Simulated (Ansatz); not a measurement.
# GaAs: the cost of one run

Program: Ansatz 0.2.0. Level of theory: DFT PBEsol, scalar-relativistic, plane waves, PAW. These are calculated values, not measurements.

That is the level of the relaxation; later steps name their own.

1 further run of the same task is left out (set aside as unsound or not needed).

**1. Starting point**

The structure is cubic, space group F-43m (No. 216). Conventional cell: a = 5.658 Å, b = 5.658 Å, c = 5.658 Å, α = 90.00°, β = 90.00°, γ = 90.00°. Ga (site symmetry -43m) has 4 As at 2.45 Å as nearest neighbours. Around As (site symmetry -43m) lie 4 Ga at 2.45 Å.

Structure file:

```
Ga As
1.0
     0.00000    2.82914    2.82914
     2.82914    0.00000    2.82914
     2.82914    2.82914    0.00000
Ga As
1 1
Cartesian
  0.0000 0.0000 0.0000
  1.4146 1.4146 1.4146
```

It is the result of an earlier relaxation at this level (volume 22.64 Å³/atom; gap on the mesh: 0.42 eV).

**2. Band edges over the whole zone**

The input, input.yaml:

```yaml
crystal:
  lattice:
    - [0.0, 2.829137501, 2.829137501]
    - [2.829137501, 0.0, 2.829137501]
    - [2.829137501, 2.829137501, 0.0]
  atoms:
    - { symbol: Ga, position: [0.0, 0.0, 0.0] }
    - { symbol: As, position: [0.25, 0.25, 0.25] }
basis:
  ecutwfc: 420
kpoints:
  mp_grid: { grid: [12, 12, 12] }
  band_path: { path: [VBM, CBM], npoints: 2 }
hamiltonian:
  xc: pbesol
scf:
  occupations: { method: gaussian, width: 0.02 }
output:
  forces: true
  stress: true
  eigenvalues: true
```

Launch:

```console
ansatz run input.yaml --threads 2 --pin off --max-ram 5120MiB --backend cpu --events-out ev --progress --plain --runs-dir out
```

Q: Estimate wall time and peak memory on 2 threads of Intel Xeon 6975P-C (Granite Rapids), shared host.

About 2.4 s, with a peak of 0.43 GiB.
